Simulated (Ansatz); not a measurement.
Si, 2 atoms in the cell. The structure is cubic, space group Fd-3m (No. 227). Conventional cell: a = 5.444 Å, b = 5.444 Å, c = 5.444 Å, α = 90.00°, β = 90.00°, γ = 90.00°. Around Si (site symmetry -43m) lie 4 Si at 2.36 Å. 

| Property | Result |
| --- | --- |
| Program | Ansatz 0.2.0 |
| Task | dielectric tensor |
| Functional | PBE |
| Potentials or basis | all-electron PAW datasets made for the crystal |
| Cutoff | 200 eV (chosen from the basis error) |
| k mesh | 8 × 8 × 8 |
| Occupations | fixed |
| Spin | no spin polarisation |

Potentials or basis: all-electron PAW datasets made for the crystal.

Launch:

```sh
$ ansatz run input.yaml --threads 1 --pin off --max-ram 3072MiB --backend cpu --events-out ev --progress --plain --runs-dir out
```

Hardware: 1 thread of Intel(R) Xeon(R) Processor @ 2.50GHz (Skylake/Cascade Lake) (shared host).

**Question.** Estimate the wall time of this run.

**Answer.** Wall time 18 s on 1 thread of Intel(R) Xeon(R) Processor @ 2.50GHz (Skylake/Cascade Lake), on a shared host, peak memory 0.35 GiB. Counts: scf iterations 7, plane waves 259, k points 59, bands 8.
